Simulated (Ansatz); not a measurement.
**Lattice vibrations of CdO at Γ**

All numbers below come from DFT PBE, scalar-relativistic, plane waves, PAW in Ansatz 0.2.0. Cutoff 420 eV, 20×20×20 k-points (Γ-centred), Fermi-Dirac smearing of 0.15 eV. No spin polarisation. Phonons by linear response, acoustic sum rule imposed.

Relaxed structure:
```
Cd O
1.0
     0.00000    2.38428    2.38428
     2.38428    0.00000    2.38428
     2.38428    2.38428    0.00000
Cd O
1 1
Direct
  0.50000 0.50000 0.50000
  0.00000 0.00000 0.00000
```

The cell has the rock salt type, in a space group that the Crystallography Open Database lists for this formula; it was reached from a generator's guess. In a metal, frequencies depend on the k mesh and the smearing, soft modes most. A semilocal functional can close a gap that the real compound has.

Optical modes at Γ:
```json
{"frequency (meV)": "28.2", "degeneracy": "3"}
```

All 3 optical modes at Γ are real: no displacement of atoms at fixed cell lowers the energy to second order. Strains and modes at other wave vectors aren't tested by this run.
